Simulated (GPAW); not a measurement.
Write an ASE script for GPAW 26.7.0 that does the following.

```
Task                : single point
Functional          : PBEsol
Potentials or basis : PAW data sets generated in the run's folder for this functional
Cutoff              : 600 eV
Basis               : pw
k mesh              : 11 × 11 × 11
Occupations         : fermi-dirac, width 0.05 eV
Spin                : no spin polarisation
Maxiter             : 150
```

The system is Ge.

```xyz
2
Lattice="-2.5745 2.5745 1.3974 2.5745 -2.5745 1.3974 2.5745 2.5745 -1.3974" Properties=species:S:1:pos:R:3 pbc="T T T"
Ge   -0.0291   -0.0055    1.3415
Ge    2.5858    0.0243    0.6717
```

This isn't the form of Ge at room conditions, which is diamond.

The cell isn't the ideal one: atoms moved at random, drawn with an rms of 0.05 Å.

The input as run:

run.py

```python
from ase import Atoms
from ase.dft.bandgap import bandgap
from ase.io import write
from ase.units import GPa
from gpaw import GPAW, PW, setup_paths

setup_paths.insert(0, '.')

atoms = Atoms(['Ge', 'Ge'],
              cell=[[-2.574489719, 2.574489719, 1.3974126432],
                    [2.574489719, -2.574489719, 1.3974126432],
                    [2.574489719, 2.574489719, -1.3974126432]],
              scaled_positions=[[0.478934, 0.474351, -0.006719],
                                [0.245043, 0.742521, 0.506913]],
              pbc=True)

calc = GPAW(mode=PW(600),
            xc='PBEsol',
            kpts={'size': (11, 11, 11), 'gamma': True},
            occupations={'name': 'fermi-dirac', 'width': 0.05},
            nbands=11,
            convergence={'density': 1e-05, 'energy': 1e-05},
            maxiter=150,
            txt='gpaw.txt')
atoms.calc = calc
energy = atoms.get_potential_energy()
forces = atoms.get_forces()
stress = atoms.get_stress()
calc.write('gs.gpw')
write('result.traj', atoms)
print(f'Energy: {energy:.6f} eV')
print('Forces (eV/A):')
print(forces.round(4))
print('Stress (GPa):', (stress / GPa).round(3))
print('Fermi level:', round(calc.get_fermi_level(), 4), 'eV')
print(f'Gap: {bandgap(calc)[0]:.4f} eV, direct: {bandgap(calc, direct=True)[0]:.4f} eV')
```

Potentials or basis: PAW data sets generated in the run's folder for this functional, pw.

The run is started by

```console
$ gpaw-setup -f PBEsol Ge
$ OMP_NUM_THREADS=1 python run.py
```

Results of the run:

| Item | Value |
| --- | --- |
| Pressure | -0.6 GPa |
| Largest force | 0.190 eV/Å |
| Band gap on the k mesh | none (metal or under the smearing width) |

Run time: 2.4 min on 1 thread of Intel(R) Xeon(R) Platinum 8488C (Sapphire Rapids) (shared host), peak memory 0.44 GiB.
